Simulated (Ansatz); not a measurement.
**Worked example: self-consistent single point of the (111) slab of SrF2 (cut from a parent of space group no. 225; 9 atoms in the cell) in Ansatz (an electronic-structure program)**

Computed with PBE (plane waves, PAW; Ansatz).

Input as run:

Ansatz 0.2 input:
```yaml
# SrF2
crystal:
  lattice:
    - [4.080713, 0.000000, 0.000000]
    - [2.040357, 3.534001, 0.000000]
    - [0.000000, 0.000000, 22.329711]
  atoms:
    - { symbol: F, position: [0.666667, 0.666667, 0.313484] }
    - { symbol: F, position: [0.333333, 0.333333, 0.388088] }
    - { symbol: F, position: [0.000000, 0.000000, 0.462698] }
    - { symbol: F, position: [0.666667, 0.666667, 0.537302] }
    - { symbol: F, position: [0.333333, 0.333333, 0.611912] }
    - { symbol: F, position: [0.000000, 0.000000, 0.686516] }
    - { symbol: Sr, position: [0.000000, 0.000000, 0.350788] }
    - { symbol: Sr, position: [0.333333, 0.333333, 0.500002] }
    - { symbol: Sr, position: [0.666667, 0.666667, 0.649212] }
basis:
  ecutwfc: 420.0
kpoints:
  mp_grid:
    grid: [6, 6, 1]
hamiltonian:
  xc: pbe
  pseudopotentials:
    kind: paw
scf:
  occupations:
    method: fermi_dirac
    width: 0.02
output:
  forces: true
  eigenvalues: true
  stress: true
```

Log, with long lists cut:

```
WARN the atoms were moved onto the symmetric positions of the space group found under crystal.symmetry.tolerance 1.0e-5 (fractional …
WARN ansatz: RAYON_NUM_THREADS=1 ignored (pool sized by the plan → 1); use --threads N
Pseudopotentials: kind: paw
Pseudopotential: F, paw, valence charge 7
Pseudopotential: Sr, paw, valence charge 10
Crystal: 9 atoms, lattice volume = 322.022 Å³
Basis set: ecut = 420 eV, 6279 PW (Γ), exchange–correlation on 60×60×300 points (8 copies of the dense FFT grid, shifted against one another)
Bands: 45, of which v1, the nominal top of the filled ones, is band 36 counted from 1 (35 counted from 0)
Symmetry: 12 space group operations
Space group: P-3m1 (ITA 164), of the structure as read, at distance tolerance 6.9e-5 Å
k-points: 7 of 36
Initial density: superposition of atomic densities (neutral atoms: chi_scale 0, normalization atom), corrected by the library's trained network
Initial wavefunctions: pseudopotential atomic-orbital guess
Eigensolver: davidson
Functional: x = pbe(κ = 0.804, μ = 0.2195149727645171), c = pbe(β = 0.06672455060314922)
SCF iter   1: F=—  HF=-15500.987439 eV  |F-HF|=—  |Δ(HF+E_count)|=         —  Δρ=6.72e-4  dr2=2.12e-3  ethr=1.77e-3  ⟨swp⟩=13.9  Hψ=2009  notcnv=0  defer=2
all-band conjugate gradients solve this SCF's bands
preconditioner: auto → Resta (q_TF=auto, 2.126 Å⁻¹)
SCF iter   2: F=—  HF=-15500.991440 eV  |F-HF|=—  |Δ(HF+E_count)|=   4.00e-3  Δρ=5.58e-4  dr2=7.92e-4  ethr=2.95e-6  ⟨swp⟩=3.1  Hψ=814  notcnv=0  defer=28
SCF iter   3: F=—  HF=-15500.991471 eV  |F-HF|=—  |Δ(HF+E_count)|=   3.10e-5  Δρ=1.56e-4  dr2=1.09e-4  ethr=1.10e-6  ⟨swp⟩=2.0  Hψ=549  notcnv=0  defer=28
SCF iter   4: F=—  HF=-15500.991589 eV  |F-HF|=—  |Δ(HF+E_count)|=   1.18e-4  Δρ=8.33e-5  dr2=2.77e-5  ethr=1.52e-7  ⟨swp⟩=2.6  Hψ=461  notcnv=0  defer=28
SCF iter   5: F=—  HF=-15500.991910 eV  |F-HF|=—  |Δ(HF+E_count)|=   3.21e-4  Δρ=5.17e-5  dr2=7.70e-6  ethr=3.84e-8  ⟨swp⟩=2.4  Hψ=579  notcnv=0  defer=28
SCF iter   6: F=—  HF=-15500.991914 eV  |F-HF|=—  |Δ(HF+E_count)|=   3.48e-6  Δρ=1.95e-5  dr2=1.29e-6  ethr=1.07e-8  ⟨swp⟩=3.1  Hψ=409  notcnv=0  defer=28
SCF iter   7: F=—  HF=-15500.991914 eV  |F-HF|=—  |Δ(HF+E_count)|=   1.50e-7  Δρ=8.29e-6  dr2=1.26e-7  ethr=1.80e-9  ⟨swp⟩=2.1  Hψ=529  notcnv=0  defer=28
SCF iter   8: F=-15500.991914 eV  HF=-15500.991914 eV  |F-HF|=6.76e-9  |Δ(HF+E_count)|=   7.52e-9  Δρ=1.88e-6  dr2=7.85e-9  ethr=1.39e-10  ⟨swp⟩=19.0  Hψ=1798  notcnv=0
SCF 1 converged in 8 iterations: F = -15500.991914 eV  dr2 = 7.85e-9
SCF converged after 8 iterations
Free energy (F): -15500.991914 eV
Harris-Foulkes:  -15500.991914 eV  (|F-HF|=6.76e-9)
Internal energy: -15500.991914 eV  (E = F + TS)
E sigma→0 (E₀):  -15500.991914 eV
Fermi energy:    0.495209 eV
--- Per-component energies (eV) ---
  E_band       = -862.805176
  E_kinetic    = 1981.712832
  E_local      = -43722.712459  (includes V_loc(G=0)·N_el)
  E_nonlocal   = 1046.854937
  E_hartree    = 20728.716016
  E_xc         = -1004.969014
  E_vxc        = -1107.629201  (∫ρ·V_xc dr)
  E_paw        = -9287.081449  (= ΣΔE_a)
  E_vpaw       = -518.477681  (= ΣTr[D̂ρ^β])
  E_aug_tail   = 0.012552  (compensation charges beyond the density's cutoff)
  E_ewald      = 14756.474671
  E_smearing   = -0.000000  (= −TS)
  E_closure    = 0.000000  (closes the sum)
  Σ components = -15500.991914   (vs F -15500.991914, Δ=0.00e0)
--- Forces (eV/Å), atoms counted from 1 ---
  atom   1  F      0.00000000    -0.00000000    -0.06621221
  atom   2  F     -0.00000000     0.00000000     0.07451975
  atom   3  F      0.00000000    -0.00000000    -0.08632945
  atom   4  F     -0.00000000     0.00000000     0.08632945
  atom   5  F      0.00000000    -0.00000000    -0.07451975
  atom   6  F     -0.00000000     0.00000000     0.06621221
  atom   7  Sr    -0.00000000     0.00000000    -0.18909242
  atom   8  Sr    -0.00000000     0.00000000     0.00000000
  atom   9  Sr     0.00000000    -0.00000000     0.18909242
  max |Σ_I F_I| component: 5.55e-17 eV/Å
--- Stress (GPa, compression-positive) ---
        0.210924       0.000000       0.000000
        0.000000       0.210924       0.000000
        0.000000       0.000000       0.787035
  P = ⅓ Tr σ = 0.4030 GPa (4.030 kbar)
  The stress holds the Pulay correction. Without it, at fixed plane waves, as pw.x and ABINIT print it: P = 0.1821 GPa
--- Band table (eV; the first three rows and the last of 7) ---
  k-point 0: bands = ["-33.1432", "-33.1402", "-32.9843", "-22.4348", "-22.4203", "-22.1440", "-22.0531", "-21.5238", "-21.5219", "-15.0998", "-15.0949", "-15.0674", "-15.0674", "-15.0581", "-15.0581", "-14.9605", "-14.9605", "-14.8547", "-4.6125", [...]
  k-point 1: bands = ["-33.1326", "-33.1302", "-32.9744", "-22.4606", "-22.4149", "-22.1838", "-22.0957", "-21.5466", "-21.5451", "-15.1416", "-15.1323", "-15.0966", "-15.0844", "-15.0258", "-15.0112", "-14.9854", "-14.9235", "-14.8478", "-4.5125", [...]
  k-point 2: bands = ["-33.1113", "-33.1103", "-32.9544", "-22.5128", "-22.3899", "-22.2617", "-22.1929", "-21.5935", "-21.5928", "-15.2215", "-15.1957", "-15.1537", "-15.1362", "-15.0346", "-15.0192", "-14.9031", "-14.8853", "-14.7397", "-4.6520", [...]
  k-point 6: bands = ["-33.0952", "-33.0952", "-32.9394", "-22.4174", "-22.4174", "-22.3402", "-22.2924", "-21.6582", "-21.6582", "-15.2377", "-15.2377", "-15.1244", "-15.0154", "-15.0125", "-15.0125", "-14.8948", "-14.8948", "-14.8663", "-4.5505", [...]
```

The run converged in 8 iterations.

The starting cell has typed, rounded lattice constants, without a prior relaxation at this level. The slab is cut from that crystal, and its faces are unrelaxed. Its lattice was rescaled by up to half a per cent. Spin polarisation is off, though cut faces can carry moments; a gap of a slab can lie between surface states.
